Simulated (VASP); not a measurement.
SnTe under changes of volume

One of the cells (48.033 Å³/atom); the others are scaled copies at fixed shape and fractional positions:

```
Te Sn
1.0
     0.00000    3.63506    3.63506
     3.63506    0.00000    3.63506
     3.63506    3.63506    0.00000
Te Sn
1 1
Direct
  0.25000 0.25000 0.25000
  0.00000 0.00000 0.00000
```

Measurements of this composition are mostly on another form, of space group No. 225.

```yaml
Program: VASP 6.6.1
Functional: PBE
Potentials_or_basis: VASP PAW PBE potentials, release 64 (Te, Sn_d)
Cutoff: 520 eV
k_mesh: 7 × 7 × 7
Occupations: fermi-dirac, width 0.05 eV
Spin: no spin polarisation
```

```csv
volume (Å³/atom),energy over the lowest point (meV/atom),pressure (GPa),gap on the mesh (eV)
44.265,12.50,1.6,0.18
45.207,4.50,1.0,0.23
46.149,0.00,0.4,0.28
48.033,?,?,?
48.974,4.45,-0.9,0.42
49.916,11.01,-1.3,0.46
```

**Question.** What does the run at 48.033 Å³/atom give?

**Answer.** Energy over the lowest point 0.26 meV/atom; pressure -0.5 GPa; gap on the mesh 0.38 eV.

Worked out: A Birch-Murnaghan fit of order 3 (a polynomial in V^(-2/3)) to the other rows has its minimum at 47.03 Å³/atom with B0 = V·E''(V) = 25 GPa and B' = 3.9. It gives 0.26 meV/atom at 48.033 Å³/atom, against the run's 0.26, and -dE/dV = -0.5 GPa, against -0.5. A straight line through the other rows of the gap, of slope 2.34 eV per unit of ln V, gives 0.37 eV, against the run's 0.38.

Energies are extrapolated to zero smearing.

Caveats: spin-orbit coupling is left out, which moves the levels of the heavy elements; an odd mesh through Γ misses points on the zone boundary, where band edges often lie.
